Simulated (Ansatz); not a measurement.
Input of an Ansatz 0.2.0 run:

The input input.yaml:

```yaml
crystal:
  lattice:
    - [0.0, 2.9305, 2.9305]
    - [2.9305, 0.0, 2.9305]
    - [2.9305, 2.9305, 0.0]
  atoms:
    - { symbol: In, position: [0.0, 0.0, 0.0] }
    - { symbol: P, position: [0.75, 0.75, 0.75] }
kpoints:
  mp_grid: { grid: [8, 8, 8] }
  band_path:
    path:
      - [0.0, 0.0, 0.0]
      - [0.5, 0.0, 0.5]
      - [0.5, 0.25, 0.75]
      - [0.375, 0.375, 0.75]
      - [0.0, 0.0, 0.0]
      - [0.5, 0.5, 0.5]
      - [0.625, 0.25, 0.625]
      - [0.5, 0.25, 0.75]
    npoints: 12
scf:
  occupations: { method: fermi_dirac, width: 0.05 }
hamiltonian:
  xc: rpbe
  pseudopotentials: { kind: all_electron, lapw: { basis_error: 0.001 } }
output:
  forces: true
  stress: true
  eigenvalues: true
```

Potentials or basis: all-electron LAPW, scalar-relativistic.

Command:

```sh
$ ansatz run input.yaml --threads 1 --pin off --max-ram 3072MiB --backend cpu --events-out ev --progress --plain --runs-dir out
```

**Question.** What does it give for the band gap on the k mesh?

**Answer.** 0.85 eV, direct.

**Question.** Estimate the pressure.

**Answer.** 5.2 GPa.

**Question.** Predict the band gap along the path.

**Answer.** 0.85 eV, direct.

Levels at the corners of the path, in eV from the valence-band top:
| point | band 13 | band 14 | band 15 | band 16 | band 17 | band 18 | band 19 | band 20 | band 21 |
| --- | --- | --- | --- | --- | --- | --- | --- | --- | --- |
| Γ | -14.06 | -11.48 | 0.00 | 0.00 | 0.00 | 0.85 | 4.15 | 4.15 | 4.15 |
| X | -14.03 | -9.12 | -5.70 | -2.30 | -2.30 | 1.89 | 2.36 | 9.36 | 9.67 |
| W | -14.05 | -9.05 | -5.55 | -2.92 | -2.87 | 4.38 | 4.43 | 5.66 | 6.32 |
| K | -14.04 | -9.13 | -5.55 | -3.26 | -1.92 | 2.47 | 4.46 | 7.56 | 7.65 |
| Γ | -14.06 | -11.48 | 0.00 | 0.00 | 0.00 | 0.85 | 4.15 | 4.15 | 4.15 |
| L | -14.05 | -9.77 | -5.67 | -0.96 | -0.96 | 1.61 | 4.87 | 4.87 | 7.27 |
| U | -14.04 | -9.13 | -5.55 | -3.26 | -1.92 | 2.47 | 4.46 | 7.56 | 7.65 |
| W | -14.05 | -9.05 | -5.55 | -2.92 | -2.87 | 4.38 | 4.43 | 5.66 | 6.32 |

Caveat: spin-orbit coupling is left out, which moves the levels of the heavy elements.

**The experiment to reproduce.**

From a printed reference work, data compilation, for a bulk crystal of InP at 1.6 K: band gap 1.4236 eV (direct).

Against the measured gap of InP, 1.4236 eV (direct; 1.6 K; a printed reference work, data compilation), the calculated 0.85 eV is off by -0.57 eV. Spin-orbit coupling on In is left out. The value is that of RPBE, without temperature or zero-point motion. Semilocal functionals fall short of measured gaps as a rule.
